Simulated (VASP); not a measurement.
A run of VASP 6.6.1 is set up as follows.

File INCAR:

```
SYSTEM = PtS2
ALGO = Fast
EDIFF = 1E-7
ENCUT = 520
GGA = PE
ICORELEVEL = 1
ISIF = 2
ISMEAR = 0
LASPH = .TRUE.
LCHARG = .FALSE.
LREAL = .FALSE.
LWAVE = .FALSE.
NELM = 60
PREC = Accurate
SIGMA = 0.02
```

KPOINTS

```
k-points
0
G
  9 9 5
  0 0 0
```

The input POSCAR:

```
PtS2
1.0
    3.5432000000      0.0000000000      0.0000000000
   -1.7716000000      3.0685012107      0.0000000000
    0.0000000000      0.0000000000      5.0388000000
Pt S
1 2
Direct
    0.0000000000      0.0000000000      0.0000000000
    0.6666666667      0.3333333333      0.7730000000
    0.3333333333      0.6666666667      0.2270000000
```

Potentials or basis: VASP PAW PBE potentials, release 64 (Pt, S).

Launch:

```bash
$ cat potpaw_PBE.64/Pt/POTCAR potpaw_PBE.64/S/POTCAR > POTCAR
$ mpirun -np 1 vasp_std > vasp.out
```

Q: What does it give for the band gap on the k mesh?

A: 1.03 eV, indirect (least direct gap 1.08 eV).

Q: Predict the pressure.

A: 11.1 GPa.

Q: Estimate the largest force.

A: 1.213 eV/Å.

Forces in eV/Å, atoms in the order of the input:
```
Pt   0.000  0.000  0.000
S    0.000  0.000 -1.213
S    0.000  0.000  1.213
```

Caveat: spin-orbit coupling is left out, which moves the levels of the heavy elements; an odd mesh through Γ misses points on the zone boundary, where band edges often lie; forces of over 1 eV/Å show positions far from the minimum, so gaps and moduli don't describe the material at rest.
